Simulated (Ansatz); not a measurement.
# FeS2: the cost of one run

Program: Ansatz 0.2.0. Level of theory: DFT PBE+U (U_eff = 1 eV on Fe d), plane waves, PAW. These are calculated values, not measurements.

## Step 1: The starting structure

It takes space group Pnnm (No. 58, orthorhombic). Conventional cell: a = 4.445 Å, b = 5.425 Å, c = 3.386 Å, α = 90.00°, β = 90.00°, γ = 90.00°. Fe (site symmetry 2/m) is surrounded by 6 S at 2.24 to 2.25 Å. Around S (site symmetry m) lie 1 S at 2.21 Å and 3 Fe at 2.24 to 2.25 Å.

Coordinates:

```
CELL_PARAMETERS angstrom
4.44460 0.00000 0.00000
0.00000 5.42460 0.00000
0.00000 0.00000 3.38640
ATOMIC_POSITIONS crystal
Fe 0.00000 0.00000 0.00000
Fe 0.50000 0.50000 0.50000
S 0.20040 0.37870 0.00000
S 0.79960 0.62130 0.00000
S 0.70040 0.12130 0.50000
S 0.29960 0.87870 0.50000
```

An earlier series on this cell reached its lowest free state from «antiferromagnetic start, free», perhaps among other starts (it ended without moments).

## Step 2: Ferromagnetic start, free, default search

The input, input.yaml:

```yaml
crystal:
  lattice:
    - [4.44459993, 0.0, 0.0]
    - [0.0, 5.42459991, 0.0]
    - [0.0, 0.0, 3.38639995]
  atoms:
    - { symbol: Fe, position: [0.0, 0.0, 0.0], spin: 4.0 }
    - { symbol: Fe, position: [0.5, 0.5, 0.5], spin: 4.0 }
    - { symbol: S, position: [0.2004, 0.3787, 0.0] }
    - { symbol: S, position: [0.7996, 0.6213, 0.0] }
    - { symbol: S, position: [0.7004, 0.1213, 0.5] }
    - { symbol: S, position: [0.2996, 0.8787, 0.5] }
basis:
  ecutwfc: 420
  ecutrho_ratio: 4
kpoints:
  mp_grid: { grid: [4, 4, 6] }
hamiltonian:
  xc: pbe
  hubbard:
    sites: [{ site: 0, l: d, u_eff: 1.0 }, { site: 1, l: d, u_eff: 1.0 }]
scf:
  occupations: { method: gaussian, width: 0.05 }
output:
  forces: true
  stress: true
  eigenvalues: true
  populations: true
  hubbard: { sites: [{ site: 0, l: d }, { site: 1, l: d }] }
magnetization:
  spin_polarized: true
```

On the command line:

```console
> ansatz run input.yaml --threads 4 --pin off --max-ram 6144MiB --backend cpu --events-out ev --progress --plain --runs-dir out
```

Q: Estimate wall time and peak memory on 4 threads of AMD EPYC 7R13 (Zen 3), shared host.

About 21 s, with a peak of 0.66 GiB.
